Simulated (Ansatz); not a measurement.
All numbers below come from Ansatz, DFT PBE, scalar-relativistic, plane waves, PAW. Settings: cutoff 420 eV, Γ-centred meshes spaced at most about 0.3 Å⁻¹, and about 0.25 Å⁻¹ or finer for metals (2π included), Gaussian smearing. No spin polarisation in the final relaxations.

All energies are static (0 K, no zero-point motion). All come from trial cells, and lower structures may exist.

Problem. Which of these relaxed structures of B is the lowest in energy?
1.

```
B
1.0
     2.57930   -1.44615    0.00000
     2.57930    1.44615    0.00000
    -1.72565    0.00000    5.68801
B
6
Direct
  0.84020 0.84020 0.00395
  0.19167 0.19167 0.56991
  0.90515 0.90515 0.72163
  0.09485 0.09485 0.27837
  0.80833 0.80833 0.43009
  0.15980 0.15980 0.99605
```

2.

```
B
1.0
     2.34620    0.00000    0.00000
     0.00000    2.34620    0.00000
     0.00000    0.00000    1.58578
B
1
Cartesian
  0.0000 0.0000 0.7929
```

3.

```
B
1.0
     2.69616    0.00000    0.00000
     0.00000    2.69616    0.00000
     0.00000    0.00000    2.69616
B
3
Direct
  0.50000 0.00000 0.00000
  0.00000 0.50000 0.00000
  0.00000 0.00000 0.50000
```

Solution. 1. It has space group C2/m (No. 12); the next, 3, with space group Pm-3m (No. 221), lies 0.46 eV/atom higher. Counting all near atoms (those within 1.25 times the shortest such distance or 1.15 times the sum of covalent radii, 1.27 where that leaves under three; a plus sign parts nearer from farther groups; a slash parts the counts of unlike sites), the lowest has B 5/6/1+6 and the next has B 8.

Weakly bound directions are ill-defined at this level, which has no dispersion term (P4/mmm), and this can change margins and order among such cells. Cells relaxed within their symmetry can be saddle points. The C2/m cell of B came from shaking the Pm-3m one. The part of the Crystallography Open Database at hand lists B in space groups No. 58, 134, 166; no cell shown has one of them. Some types were kept out of the candidates beforehand, so the set may lack a known form.
